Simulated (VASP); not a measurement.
# Ti: nudged elastic band

Ti, slab, 13 atoms in the cell. PBEsol, nudged elastic band; PAW potentials Ti_sv (PBE set).

Path: Ti hops from a hollow site to the next hollow site of Ti(100); Moving images: 3.

## Input

INCAR.step1:
```
PREC     = Normal         # precision mode
ENCUT    = 300            # plane-wave cutoff, eV
EDIFF    = 1E-6           # SCF threshold, eV
ISMEAR   = 1              # smearing method
SIGMA    = 0.1            # smearing width, eV
LREAL    = False          # projectors in reciprocal space
LASPH    = True           # aspherical terms in the spheres
NELM     = 100            # most SCF steps
ALGO     = Normal         # electronic algorithm
LWAVE    = False          # write WAVECAR
LCHARG   = False          # write CHGCAR
GGA      = PS             # functional
IBRION   = 2              # ionic algorithm
NSW      = 100            # ionic steps
ISIF     = 2              # what is computed and relaxed
EDIFFG   = -0.02          # ionic threshold
POTIM    = 0.5            # step
KPAR     = 3             
```

INCAR.step3, as INCAR.step1 but for:
```
- IBRION = 2
- NSW = 100
- ISIF = 2
- EDIFFG = -0.02
- POTIM = 0.5
- KPAR = 3
+ IBRION = 1
+ POTIM = 0.3
+ NSW = 200
+ EDIFFG = -0.05
+ SPRING = -5
+ IMAGES = 3
+ KPAR = 2
```

KPOINTS:
```
k-points
0
Gamma
  3 3 1
```

00/POSCAR:
```
Ti
1.0
    6.5640000000      0.0000000000      0.0000000000
    0.0000000000      6.5640000000      0.0000000000
    0.0000000000      0.0000000000     18.4520000000
Ti
13
Selective dynamics
Direct
    0.0000000000      0.0000000000      0.3251680035  F F F
    0.5000000000      0.0000000000      0.3251680035  F F F
    0.0000000000      0.5000000000      0.3251680035  F F F
    0.5000000000      0.5000000000      0.3251680035  F F F
    0.2500000000      0.2500000000      0.4093752632  T T T
    0.7500000000      0.2500000000      0.3983705077  T T T
    0.2500000000      0.7500000000      0.3983705077  T T T
    0.7500000000      0.7500000000      0.4041214557  T T T
    0.9982727543      0.9982727543      0.4818268416  T T T
    0.5017272457      0.9982727543      0.4818268416  T T T
    0.9982727543      0.5017272457      0.4818268416  T T T
    0.5017272457      0.5017272457      0.4818268416  T T T
    0.2500000000      0.2500000000      0.5497213527  T T T
```

01/POSCAR:
```
Ti
1.0
    6.5640000000      0.0000000000      0.0000000000
    0.0000000000      6.5640000000      0.0000000000
    0.0000000000      0.0000000000     18.4520000000
Ti
13
Selective dynamics
Direct
    0.0000000000      0.0000000000      0.3251680035  F F F
    0.5000000000      0.0000000000      0.3251680035  F F F
    0.0000000000      0.5000000000      0.3251680035  F F F
    0.5000000000      0.5000000000      0.3251680035  F F F
    0.2506120312      0.2500194617      0.4052632792  T T T
    0.7508217018      0.2500150566      0.4012609604  T T T
    0.2482712183      0.7499261890      0.3993067700  T T T
    0.7538482520      0.7499648472      0.4015520159  T T T
    1.0038751491      1.0016883103      0.4826792150  T T T
    0.5066840390      0.9860998923      0.4778196199  T T T
    1.0038760271      0.4983133618      0.4826780312  T T T
    0.5066780810      0.5138937663      0.4778212984  T T T
    0.3722023260      0.2500715537      0.5605428675  T T T
```

02/POSCAR:
```
Ti
1.0
    6.5640000000      0.0000000000      0.0000000000
    0.0000000000      6.5640000000      0.0000000000
    0.0000000000      0.0000000000     18.4520000000
Ti
13
Selective dynamics
Direct
    0.0000000000      0.0000000000      0.3251680035  F F F
    0.5000000000      0.0000000000      0.3251680035  F F F
    0.0000000000      0.5000000000      0.3251680035  F F F
    0.5000000000      0.5000000000      0.3251680035  F F F
    0.2497561055      0.2500211227      0.4036648879  T T T
    0.7498259556      0.2500213933      0.4032928580  T T T
    0.2457098032      0.7499542658      0.3998651214  T T T
    0.7539574184      0.7499529394      0.3998364112  T T T
    0.9970229634      0.9997860709      0.4822491607  T T T
    0.5000340134      0.9812462857      0.4758397901  T T T
    0.9970231078      0.5002154083      0.4822480042  T T T
    0.5000341328      0.5187462593      0.4758419487  T T T
    0.4999788581      0.2500472700      0.5672173718  T T T
```

03/POSCAR:
```
Ti
1.0
    6.5640000000      0.0000000000      0.0000000000
    0.0000000000      6.5640000000      0.0000000000
    0.0000000000      0.0000000000     18.4520000000
Ti
13
Selective dynamics
Direct
    0.0000000000      0.0000000000      0.3251680035  F F F
    0.5000000000      0.0000000000      0.3251680035  F F F
    0.0000000000      0.5000000000      0.3251680035  F F F
    0.5000000000      0.5000000000      0.3251680035  F F F
    0.2491400338      0.2500143096      0.4012865600  T T T
    0.7493474319      0.2500194182      0.4052300015  T T T
    0.2461202011      0.7499631854      0.4015536618  T T T
    0.7516933305      0.7499260508      0.3992981005  T T T
    0.9956687975      1.0016874752      0.4826750712  T T T
    0.4933163408      0.9861085738      0.4778171099  T T T
    0.9956674823      0.4983135816      0.4826740024  T T T
    0.4933220231      0.5138857525      0.4778184682  T T T
    0.6279754065      0.2500735494      0.5605234933  T T T
```

04/POSCAR:
```
Ti
1.0
    6.5640000000      0.0000000000      0.0000000000
    0.0000000000      6.5640000000      0.0000000000
    0.0000000000      0.0000000000     18.4520000000
Ti
13
Selective dynamics
Direct
    0.0000000000      0.0000000000      0.3251680035  F F F
    0.5000000000      0.0000000000      0.3251680035  F F F
    0.0000000000      0.5000000000      0.3251680035  F F F
    0.5000000000      0.5000000000      0.3251680035  F F F
    0.2500000000      0.2500000000      0.3983613819  T T T
    0.7500000000      0.2500000000      0.4093668271  T T T
    0.2500000000      0.7500000000      0.4041108728  T T T
    0.7500000000      0.7500000000      0.3983613819  T T T
    1.0017264179      0.9982735821      0.4818113343  T T T
    0.4982735821      0.9982735821      0.4818113343  T T T
    1.0017264179      0.5017264179      0.4818113343  T T T
    0.4982735821      0.5017264179      0.4818113343  T T T
    0.7500000000      0.2500000000      0.5497030463  T T T
```

POSCAR.step1:
```
Ti
1.0
    6.5640000000      0.0000000000      0.0000000000
    0.0000000000      6.5640000000      0.0000000000
    0.0000000000      0.0000000000     18.4520000000
Ti
13
Selective dynamics
Direct
    0.0000000000      0.0000000000      0.3251680035  F F F
    0.5000000000      0.0000000000      0.3251680035  F F F
    0.0000000000      0.5000000000      0.3251680035  F F F
    0.5000000000      0.5000000000      0.3251680035  F F F
    0.2500000000      0.2500000000      0.4141014524  T T T
    0.7500000000      0.2500000000      0.4141014524  T T T
    0.2500000000      0.7500000000      0.4141014524  T T T
    0.7500000000      0.7500000000      0.4141014524  T T T
    0.0000000000      0.0000000000      0.5030349014  T T T
    0.5000000000      0.0000000000      0.5030349014  T T T
    0.0000000000      0.5000000000      0.5030349014  T T T
    0.5000000000      0.5000000000      0.5030349014  T T T
    0.2500000000      0.2500000000      0.6173424138  T T T
```

POSCAR.step2:
```
Ti
1.0
    6.5640000000      0.0000000000      0.0000000000
    0.0000000000      6.5640000000      0.0000000000
    0.0000000000      0.0000000000     18.4520000000
Ti
13
Selective dynamics
Direct
    0.0000000000      0.0000000000      0.3251680035  F F F
    0.5000000000      0.0000000000      0.3251680035  F F F
    0.0000000000      0.5000000000      0.3251680035  F F F
    0.5000000000      0.5000000000      0.3251680035  F F F
    0.2500000000      0.2500000000      0.4141014524  T T T
    0.7500000000      0.2500000000      0.4141014524  T T T
    0.2500000000      0.7500000000      0.4141014524  T T T
    0.7500000000      0.7500000000      0.4141014524  T T T
    0.0000000000      0.0000000000      0.5030349014  T T T
    0.5000000000      0.0000000000      0.5030349014  T T T
    0.0000000000      0.5000000000      0.5030349014  T T T
    0.5000000000      0.5000000000      0.5030349014  T T T
   -0.2500000000      0.2500000000      0.6173424138  T T T
```

Commands (each step's output is kept before the next begins):
```
cat potpaw_PBE.64/Ti_sv/POTCAR > POTCAR
cp INCAR.step1 INCAR
cp POSCAR.step1 POSCAR
mpirun -np 6 vasp_std > vasp.out
cp POSCAR.step2 POSCAR
mpirun -np 6 vasp_std > vasp.out
# 00 and 04 hold the relaxed ends; the images between are interpolated (pair-distance (IDPP))
cp INCAR.step3 INCAR
mpirun -np 6 vasp_std > vasp.out
```

## Result

- Barrier (eV): 0.529
- Barrier of the reverse step (eV): 0.529
- Energy of the second end over the first (eV): 0.000
- Top of the path (share of its length): 0.50
- Length of the path (Å): 3.75
- Steps of the band: 18
- Ionic steps, all stages: 56
- Electronic steps, all stages: 1605

Energy along the relaxed band:

| Image | Distance along the path (Å) | Energy above the first end (eV) | Slope along the path (eV/Å) | Largest force across the path (eV/Å) |
|---|---|---|---|---|
| 0 | 0.000 | 0.000 | relaxed end |  |
| 1 | 0.940 | 0.310 | 0.675 | 0.031 |
| 2 | 1.877 | 0.529 | 0.001 | 0.038 |
| 3 | 2.815 | 0.309 | -0.674 | 0.030 |
| 4 | 3.754 | 0.000 | relaxed end |  |

The slab is body-centred cubic Ti(100), which isn't the element's stable structure, in-plane cell 6.56 × 6.56 Å, with 3 × 3 k points.

The two ends have the same energy within 0.01 eV.

Limits: the slab is thin and the surface cell small, so the value carries both errors.

VASP 6.6.1 took 2546 s on 6 cores (AMD EPYC 7R13 (Zen 3)), a shared host.
